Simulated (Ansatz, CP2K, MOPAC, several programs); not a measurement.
Energy against volume for a 2-atom cell of HgSe started from a crystallographic database, at fixed shape and fractional coordinates, computed by several methods (PBE and r2SCAN, where shown, with plane waves in Ansatz); the cell shown is that of r2SCAN. The symmetry is F-43m (No. 216, cubic); conventional cell a = 6.185 Å, 29.58 Å³ an atom. Hg is surrounded by 4 Se at 2.68 Å; Se is surrounded by 4 Hg at 2.68 Å. Calculated for a static, non-magnetic cell. Energies count from each curve's lowest point; fits are third-order Birch-Murnaghan.

```yaml
crystal:
  lattice:
    - [0.00000, 3.09267, 3.09267]
    - [3.09267, 0.00000, 3.09267]
    - [3.09267, 3.09267, 0.00000]
  atoms:
    - { symbol: Hg, position: [0.00000, 0.00000, 0.00000] }
    - { symbol: Se, position: [0.25000, 0.25000, 0.25000] }
```

PM7 (MOPAC), on the shape of the cell shown, as a cluster of 64 atoms at the zone centre:
```tsv
V (Å³/atom)	E (meV/atom)
26.031	0.00
27.805	49.00
29.580	125.51
31.355	220.67
33.130	329.85
```
The lowest point is an end point, so the minimum isn't bracketed.

PBE/SZV (CP2K), on the shape of the cell shown:
```
V (Å³/atom)  E (meV/atom)
     26.031        304.40
     27.805        148.68
     29.580         57.12
     31.355         11.81
     33.130          0.00
```
The lowest point is an end point, so the minimum isn't bracketed.

PBE/DZVP (CP2K), on the shape of the cell shown:
```tsv
V (Å³/atom)	E (meV/atom)
26.031	154.83
27.805	57.32
29.580	10.73
31.355	0.00
33.130	14.63
```
V₀ = 31.12 Å³ an atom and B₀ = 42 GPa.

r2SCAN, on the shape of its own relaxed cell:
```tsv
V (Å³/atom)	E (meV/atom)
27.805	18.70
28.693	4.37
29.580	0.00
30.468	3.95
31.355	14.89
```
V₀ = 29.58 Å³ an atom and B₀ = 50 GPa.

light PBE (260 eV, its own mesh), on the shape of the cell shown:
```csv
V (Å³/atom),E (meV/atom)
27.214,77.15
28.397,38.60
29.580,41.02
30.764,10.84
31.947,5.29
33.130,0.00
```
The points scatter about a smooth fit, as a low cutoff and a light mesh can make them, so no fit is quoted.
